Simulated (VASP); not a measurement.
# CuO (P-6m2) in VASP: settings compared

The runs below take CuO through atomic charges, electron localisation function, with PBE, LDA.

All numbers are computed with VASP 6.6.1; they aren't measurements. Logs are shortened: lines on timing, memory, paths and dates and some standing lists are left out, and cuts for length are marked.

### 1 Starting point

Symmetry: P-6m2, No. 187, hexagonal system. The conventional cell has a = 2.836 Å, b = 2.836 Å, c = 2.768 Å, α = 90.00°, β = 90.00°, γ = 120.00°. Around Cu (site symmetry -6m2) lie 6 O at 2.14 Å. Around O (site symmetry -6m2) lie 6 Cu at 2.14 Å.

Measurements of this composition are mostly on another form, of space group No. 15.

### 2 Atomic charges, PBE

Contents of INCAR:

```
PREC = Accurate
ENCUT = 520
EDIFF = 1E-6
ISMEAR = 0
SIGMA = 0.02
LREAL = F
LASPH = T
NELM = 60
ALGO = Normal
ISIF = 2
LWAVE = F
LCHARG = T
GGA = PE
LORBIT = 10
LELF = T
LVHAR = T
```

Contents of KPOINTS:

```
regular mesh
0
Gamma
  11 11 10
```

Contents of POSCAR:

```
CuO
1.0
    2.8363251100      0.0000000000      0.0000000000
   -1.4181625500      2.4563296000      0.0000000000
    0.0000000000      0.0000000000      2.7681127800
Cu O
1 1
Direct
    0.0000000000      0.0000000000      0.0000000000
    0.6666666667      0.3333333333      0.5000000000
```

Potentials or basis: VASP PAW PBE potentials, release 64 (Cu, O).

The run is started by

```
> cat potpaw_PBE.64/Cu/POTCAR potpaw_PBE.64/O/POTCAR > POTCAR
> mpirun -np 1 vasp_std > vasp.out
```

OUTCAR:

```text
PREC = Accurate
   ENCUT = 520
   EDIFF = 1E-6
   ISMEAR = 0
   LREAL = F
   LASPH = T
   NELM = 60
   ISIF = 2
   GGA = PE
   LORBIT = 10

 ion  position               nearest neighbor table
   1  0.000  0.000  0.000-   2 2.14   2 2.14   2 2.14   2 2.14   2 2.14   2 2.14
   2  0.667  0.333  0.500-   1 2.14   1 2.14   1 2.14   1 2.14   1 2.14   1 2.14

  LATTYP: Found a hexagonal cell.
 ALAT       =     2.8363251100
 C/A-ratio  =     0.9759504544

  Lattice vectors:

 A1 = (   2.8363251100,   0.0000000000,   0.0000000000)
 A2 = (  -1.4181625500,   2.4563296000,   0.0000000000)
 A3 = (   0.0000000000,   0.0000000000,   2.7681127800)

Analysis of symmetry for initial positions (statically):
=====================================================================
 Subroutine PRICEL returns:
 Original cell was already a primitive cell.

 Routine SETGRP: Setting up the symmetry group for a
 hexagonal supercell.

 Subroutine GETGRP returns: Found 12 space group operations
 (whereof 12 operations were pure point group operations)
 out of a pool of 24 trial point group operations.

The static configuration has the point symmetry D_3h.

Analysis of symmetry for dynamics (positions and initial velocities):
=====================================================================
 Subroutine PRICEL returns:
 Original cell was already a primitive cell.

 Routine SETGRP: Setting up the symmetry group for a
 hexagonal supercell.

 Subroutine GETGRP returns: Found 12 space group operations
 (whereof 12 operations were pure point group operations)
 out of a pool of 24 trial point group operations.

The dynamic configuration has the point symmetry D_3h.

 Subroutine INISYM returns: Found 12 space group operations
 (whereof 12 operations are pure point group operations),
 and found     1 'primitive' translations

----------------------------------------------------------------------------------------

                                     Primitive cell

  volume of cell :      19.2853

  direct lattice vectors                    reciprocal lattice vectors
     2.836325110  0.000000000  0.000000000     0.352568892  0.203555744  0.000000000
    -1.418162550  2.456329600  0.000000000     0.000000000  0.407111489  0.000000000
     0.000000000  0.000000000  2.768112780     0.000000000  0.000000000  0.361256957

  length of vectors
     2.836325110  2.836325109  2.768112780     0.407111488  0.407111489  0.361256957

  position of ions in fractional coordinates (direct lattice)
     0.000000000  0.000000000  0.000000000
     0.666666667  0.333333333  0.500000000
[... 97 lines left out ...]
     AMIX_MAG =   1.60;   BMIX_MAG =  1.00
  volume/ion in A,a.u.               =       9.64        65.07
  Fermi-wavevector in a.u.,A,eV,Ry     =   1.569696  2.966296 33.524031  2.463947
  Thomas-Fermi vector in A             =   2.671540
   LORBIT       =     10    0 simple, 1 ext, 2 COOP (PROOUT), +10 PAW based schemes
   GGA     = PE    functional components
   LHFCALC =     F    Hartree Fock is set to
   AEXX    =    0.0000 exact exchange contribution
   IVDW    =     0    specifies the selected vdW correction
   LEPSILON=     F    determine dielectric tensor
   LRPA    =     F    only Hartree local field effects (RPA)
 non-spin polarized calculation
 Gauss-broadening in eV      SIGMA  =   0.02
  energy-cutoff  :      520.00
  volume of cell :       19.29
 maximum number of plane-waves:       533
 NGX is ok and might be reduce to    24
   NGX = 11   NGY = 11   NGZ = 11

 number of electron      17.0000005 magnetization

 Free energy of the ion-electron system (eV)
  ---------------------------------------------------
  ext. energy  EPLUGINS =         0.00000000
  ---------------------------------------------------
  free energy    TOTEN  =        -9.13602953 eV

  energy without entropy =       -9.13485913  energy(sigma->0) =       -9.13544433

 E-fermi :   5.7485     XC(G=0): -12.3484

 val. band max:        5.7462885439   @ k =   0.3636   0.0000   0.3000
 cond. band min:       5.7547228248   @ k =   0.2727   0.0000   0.3000
 fundamental gap:      0.0084342809
 Fermi energy:         5.7484517062

 k-point     1 :       0.0000    0.0000    0.0000
  band No.  band energies     occupation
      1     -13.4648      2.00000
      2       2.1981      2.00000
      3       2.1981      2.00000
      4       2.5524      2.00000
      5       3.1497      2.00000
      6       4.0172      2.00000
      7       4.0172      2.00000
      8       5.6242      2.00000
      9       5.6242      2.00000
     10       6.8557      0.00000
     11      20.9325      0.00000
     12      22.4416      0.00000
[... 331 lines left out ...]
 k-point    24 :       0.1818    0.0909    0.1000
  band No.  band energies     occupation
      1     -12.8721      2.00000
      2       0.6556      2.00000
      3       1.8391      2.00000
      4       2.3693      2.00000
      5       3.0252      2.00000
      6       3.8887      2.00000
      7       4.5218      2.00000
      8       4.9860      2.00000
      9       5.3011      2.00000
     10       9.8279      0.00000
     11      18.0753      0.00000
     12      20.9235      0.00000

 [... further k-points ...]

------------------------ aborting loop because EDIFF is reached ----------------------------------------

  FORCE on cell =-STRESS in cart. coord.  units (eV):
  Direction    XX          YY          ZZ          XY          YZ          ZX
  --------------------------------------------------------------------------------------
  -------------------------------------------------------------------------------------
  Total        0.3503496      0.3503496     -0.8979970      0.0000000      0.0000000      0.0000000
  in kB       29.1062190     29.1062190    -74.6034682      0.0000001      0.0000000      0.0000000
  external PRESSURE =      -5.4636767 kB  Pullay stress =       0.0000000 kB

 VOLUME and BASIS-vectors are now :
 -----------------------------------------------------------------------------
  energy-cutoff  :      520.00
  volume of cell :       19.29
      direct lattice vectors                 reciprocal lattice vectors
     2.836325110  0.000000000  0.000000000     0.352568892  0.203555744  0.000000000
    -1.418162550  2.456329600  0.000000000     0.000000000  0.407111489  0.000000000
     0.000000000  0.000000000  2.768112780     0.000000000  0.000000000  0.361256957

 POSITION                                       TOTAL-FORCE (eV/Angst)
 -----------------------------------------------------------------------------------
      0.00000      0.00000      0.00000         0.000000     -0.000000      0.000000
      1.41816      0.81878      1.38406         0.000000      0.000000      0.000000
 -----------------------------------------------------------------------------------
    total drift:                                0.000000     -0.000000      0.000000

  FREE ENERGIE OF THE ION-ELECTRON SYSTEM (eV)
  ---------------------------------------------------
  free  energy   TOTEN  =        -9.1360295320 eV

  energy  without entropy=       -9.1348591281  energy(sigma->0) =       -9.13544433

 total charge

# of ion       s       p       d       tot
------------------------------------------
    1        0.304   0.326   9.142   9.773
    2        1.586   3.315   0.000   4.901
--------------------------------------------------
tot          1.890   3.641   9.142  14.674
```

OSZICAR:

```text
N       E                     dE             d eps       ncg     rms          rms(c)
DAV:   1     0.109876649542E+03    0.10988E+03   -0.88254E+03  2368   0.218E+03
DAV:   2    -0.286625685256E+01   -0.11274E+03   -0.10257E+03  2376   0.344E+02
DAV:   3    -0.119837340864E+02   -0.91175E+01   -0.85728E+01  2804   0.110E+02
DAV:   4    -0.121519434232E+02   -0.16821E+00   -0.16718E+00  2592   0.149E+01
DAV:   5    -0.121544633261E+02   -0.25199E-02   -0.25196E-02  2924   0.184E+00    0.116E+01
DAV:   6    -0.112775227247E+02    0.87694E+00   -0.19197E+01  3004   0.151E+02    0.106E+01
DAV:   7    -0.915144093244E+01    0.21261E+01   -0.59733E+00  2868   0.119E+02    0.171E+00
DAV:   8    -0.916274893146E+01   -0.11308E-01   -0.47974E-01  2824   0.873E+00    0.111E+00
DAV:   9    -0.913830434810E+01    0.24445E-01   -0.21513E-02  4196   0.802E+00    0.429E-01
DAV:  10    -0.913609836660E+01    0.22060E-02   -0.47866E-03  3540   0.253E+00    0.168E-01
DAV:  11    -0.913605937628E+01    0.38990E-04   -0.18392E-03  2752   0.546E-01    0.567E-02
DAV:  12    -0.913602585700E+01    0.33519E-04   -0.15475E-04  2832   0.570E-01    0.218E-02
DAV:  13    -0.913602988391E+01   -0.40269E-05   -0.22211E-05  3404   0.144E-01    0.672E-03
DAV:  14    -0.913602953201E+01    0.35190E-06   -0.19206E-06  2292   0.423E-02
   1 F= -.91360295E+01 E0= -.91354443E+01  d E =-.117040E-02
```

stdout:

```text
POSCAR found type information on POSCAR CuO
 POSCAR found :  2 types and       2 ions
 scaLAPACK will be used
 LDA part: xc-table for (Slater+PW92), standard interpolation
 POSCAR, INCAR and KPOINTS ok, starting setup
 FFT: planning ... GRIDC
 FFT: planning ... GRID_SOFT
 FFT: planning ... GRID
 WAVECAR not read
 entering main loop
```

Wall time 11 s (1 thread of Intel Xeon 6975P-C (Granite Rapids), shared host); peak memory 0.15 GiB.

Results:

* Free energy: -9.1360 eV
* Pressure: -0.5 GPa
* Band gap on the k mesh: none (metal or under the smearing width)
* Valence electrons inside the program's atomic spheres: Cu 9.77; O 4.90

Caveat: an odd number of electrons without spin polarisation forces a metal; a magnetic or distorted state may lie lower; the run has no spin polarisation, though such a crystal can be magnetic; semilocal functionals often make such compounds metallic where correlation or magnetic order opens a gap, which also shifts bond lengths. With open d or f shells a metallic result of PBE can be an artefact of self-interaction; +U or a hybrid may open a gap.

### 3 Electron localisation function, PBE

Contents of INCAR:

```
SYSTEM = CuO
PREC     = Accurate       ! precision mode
ENCUT    = 520            ! plane-wave cutoff, eV
EDIFF    = 1E-6           ! SCF threshold, eV
ISMEAR   = 0              ! smearing method
SIGMA    = 0.02           ! smearing width, eV
LREAL    = .FALSE.        ! projectors in reciprocal space
LASPH    = .TRUE.         ! aspherical terms in the spheres
NELM     = 60             ! most SCF steps
ALGO     = Normal         ! electronic algorithm
ISIF     = 2              ! what is computed and relaxed
LWAVE    = .FALSE.        ! write WAVECAR
LCHARG   = .TRUE.         ! write CHGCAR
GGA      = PE             ! functional
LELF     = .TRUE.         ! ELF
```

Contents of KPOINTS:

```
Automatic mesh
0
G
  11 11 10
  0 0 0
```

POSCAR is that of step 2.

Potentials or basis: VASP PAW PBE potentials, release 64 (Cu, O).

The run is started by

```
> cat potpaw_PBE.64/Cu/POTCAR potpaw_PBE.64/O/POTCAR > POTCAR
> mpirun -np 1 vasp_std > vasp.out
```

Run time: 8.8 s. Hardware: 1 thread of Intel Xeon 6975P-C (Granite Rapids), shared host; peak memory 0.15 GiB.

Results (log left out):

| Quantity | Value |
| --- | --- |
| Free energy | -9.1360 eV |
| Pressure | -0.5 GPa |
| Band gap on the k mesh | none (metal or under the smearing width) |

Stress tensor (GPa, compression positive):
```
 2.91  0.00  0.00
 0.00  2.91  0.00
 0.00  0.00 -7.46
```

Levels at points of the mesh, in eV from the Fermi level:
```
           k point  band 5  band 6  band 7  band 8  band 9  band 10  band 11  band 12
(0.00, 0.00, 0.00)   -2.60   -1.73   -1.73   -0.12   -0.12     1.11    15.18    16.69
(0.00, 0.00, 0.50)   -2.19   -2.19   -1.51   -0.18   -0.18     7.16     7.65    21.05
```

Caveat: an odd number of electrons without spin polarisation forces a metal; a magnetic or distorted state may lie lower; the run has no spin polarisation, though such a crystal can be magnetic; semilocal functionals often make such compounds metallic where correlation or magnetic order opens a gap, which also shifts bond lengths.

### 4 Atomic charges, LDA

Contents of INCAR:

```
  ALGO = Fast
  EDIFF = 1E-7
  ENCUT = 520
  ISIF = 2
  ISMEAR = 0
  LASPH = T
  LCHARG = F
  LORBIT = 11
  LREAL = F
  LWAVE = F
  NELM = 80
  PREC = Accurate
  SIGMA = 0.02
```

Contents of KPOINTS:

```
k-points
0
Gamma
  11 11 10
```

POSCAR is that of step 3.

Potentials or basis: VASP PAW LDA potentials, release 64 (Cu, O).

The run is started by

```
> cat potpaw_LDA.64/Cu/POTCAR potpaw_LDA.64/O/POTCAR > POTCAR
> mpirun -np 1 vasp_std > vasp.out
```

OUTCAR:

```text
EDIFF = 1E-7
   ENCUT = 520
   ISIF = 2
   ISMEAR = 0
   LASPH = T
   LORBIT = 11
   LREAL = F
   NELM = 80
   PREC = Accurate

 ion  position               nearest neighbor table
   1  0.000  0.000  0.000-   2 2.14   2 2.14   2 2.14   2 2.14   2 2.14   2 2.14
   2  0.667  0.333  0.500-   1 2.14   1 2.14   1 2.14   1 2.14   1 2.14   1 2.14

  LATTYP: Found a hexagonal cell.
 ALAT       =     2.8363251100
 C/A-ratio  =     0.9759504544

  Lattice vectors:

[... 555 lines left out ...]
  -------------------------------------------------------------------------------------
  Total       -1.3795144     -1.3795144     -2.9740018     -0.0000000     -0.0000000     -0.0000000
  in kB     -114.6067968   -114.6067969   -247.0730528     -0.0000002     -0.0000000     -0.0000000
  external PRESSURE =    -158.7622155 kB  Pullay stress =       0.0000000 kB

 VOLUME and BASIS-vectors are now :
 -----------------------------------------------------------------------------
  energy-cutoff  :      520.00
  volume of cell :       19.29
      direct lattice vectors                 reciprocal lattice vectors
     2.836325110  0.000000000  0.000000000     0.352568892  0.203555744  0.000000000
    -1.418162550  2.456329600  0.000000000     0.000000000  0.407111489  0.000000000
     0.000000000  0.000000000  2.768112780     0.000000000  0.000000000  0.361256957

 POSITION                                       TOTAL-FORCE (eV/Angst)
 -----------------------------------------------------------------------------------
      0.00000      0.00000      0.00000         0.000000     -0.000000      0.000000
      1.41816      0.81878      1.38406        -0.000000      0.000000      0.000000
 -----------------------------------------------------------------------------------
    total drift:                               -0.000000      0.000000      0.000000

  FREE ENERGIE OF THE ION-ELECTRON SYSTEM (eV)
  ---------------------------------------------------
  free  energy   TOTEN  =       -10.9105539366 eV

  energy  without entropy=      -10.9093885772  energy(sigma->0) =      -10.90997126

 total charge

# of ion       s       p       d       tot
------------------------------------------
    1        0.312   0.334   9.146   9.793
    2        1.573   3.289   0.000   4.862
--------------------------------------------------
tot          1.885   3.623   9.146  14.654
```

OSZICAR:

```text
N       E                     dE             d eps       ncg     rms          rms(c)
DAV:   1     0.105866164641E+03    0.10587E+03   -0.87939E+03  2396   0.221E+03
DAV:   2    -0.487985060000E+01   -0.11075E+03   -0.10097E+03  2372   0.343E+02
DAV:   3    -0.136631166059E+02   -0.87833E+01   -0.82382E+01  2816   0.109E+02
DAV:   4    -0.138321060315E+02   -0.16899E+00   -0.16712E+00  2604   0.149E+01
DAV:   5    -0.138346930794E+02   -0.25870E-02   -0.25868E-02  2948   0.187E+00    0.115E+01
RMM:   6    -0.130788370735E+02    0.75586E+00   -0.18712E+01  2708   0.884E+01    0.107E+01
RMM:   7    -0.109597327843E+02    0.21191E+01   -0.61608E+00  2612   0.491E+01    0.184E+00
RMM:   8    -0.109345544502E+02    0.25178E-01   -0.18865E-01  3064   0.421E+00    0.108E+00
RMM:   9    -0.109230705853E+02    0.11484E-01   -0.67100E-02  3000   0.379E+00    0.863E-01
RMM:  10    -0.109111206058E+02    0.11950E-01   -0.27116E-02  2871   0.260E+00    0.259E-01
RMM:  11    -0.109105012645E+02    0.61934E-03   -0.63128E-03  2963   0.124E+00    0.612E-02
RMM:  12    -0.109105531893E+02   -0.51925E-04   -0.14242E-03  2989   0.347E-01    0.314E-02
RMM:  13    -0.109105653769E+02   -0.12188E-04   -0.37177E-04  2805   0.400E-01    0.355E-02
RMM:  14    -0.109105521965E+02    0.13180E-04   -0.90110E-05  2958   0.158E-01    0.645E-03
RMM:  15    -0.109105539114E+02   -0.17149E-05   -0.27237E-05  3111   0.547E-02    0.387E-03
RMM:  16    -0.109105539064E+02    0.50400E-08   -0.30566E-06  2707   0.303E-02    0.228E-03
RMM:  17    -0.109105539326E+02   -0.26240E-07   -0.10975E-06  2335   0.130E-02    0.420E-04
RMM:  18    -0.109105539366E+02   -0.39504E-08   -0.90212E-08  1677   0.401E-03
   1 F= -.10910554E+02 E0= -.10909971E+02  d E =-.116536E-02
```

Wall time 17 s (1 thread of AMD EPYC 9R45 (Zen 5), shared host); peak memory 0.11 GiB.

What came out:

| Item | Value |
| --- | --- |
| Free energy | -10.9106 eV |
| Pressure | -15.9 GPa |
| Band gap on the k mesh | none (metal or under the smearing width) |
| Valence electrons inside the program's atomic spheres | Cu 9.79; O 4.86 |

Stress tensor (GPa, compression positive):
```
-11.46   0.00   0.00
  0.00 -11.46   0.00
  0.00   0.00 -24.71
```

Levels at points of the mesh, in eV from the Fermi level:
```
           k point  band 7  band 8  band 9  band 10  band 11  band 12
(0.00, 0.00, 0.00)   -1.78   -0.10   -0.10     1.13    15.06    16.49
(0.00, 0.00, 0.50)   -1.50   -0.17   -0.17     7.09     7.58    20.81
```

Caveat: so large a pressure means that the cell lies far from this level's equilibrium, or that cutoff or potentials fall short; an odd number of electrons without spin polarisation forces a metal; a magnetic or distorted state may lie lower; the run has no spin polarisation, though such a crystal can be magnetic; semilocal functionals often make such compounds metallic where correlation or magnetic order opens a gap, which also shifts bond lengths.

### 5 Summary

```csv
task,level,potentials or basis,further INCAR settings,gap on the mesh (eV),pressure (GPa)
atomic charges,PBE,"VASP PAW PBE potentials, release 64 (Cu, O)",ALGO = Normal; EDIFF = 1e-06,none,-0.5
electron localisation function,PBE,"VASP PAW PBE potentials, release 64 (Cu, O)",ALGO = Normal; EDIFF = 1e-06,none,-0.5
atomic charges,LDA,"VASP PAW LDA potentials, release 64 (Cu, O)",ALGO = Fast; EDIFF = 1e-07,none,-15.9
```

Alike in all rows: no spin polarisation; cell as given; k mesh 11 × 11 × 10; cutoff (eV) 520; smearing gaussian 0.02 eV.

Caveats: an odd number of electrons without spin polarisation forces a metal; a magnetic or distorted state may lie lower; the run has no spin polarisation, though such a crystal can be magnetic; semilocal functionals often make such compounds metallic where correlation or magnetic order opens a gap, which also shifts bond lengths; so large a pressure means that the cell lies far from this level's equilibrium, or that cutoff or potentials fall short (some runs).

Total energies depend on the potentials used, so only differences within one code and one set of settings carry meaning.
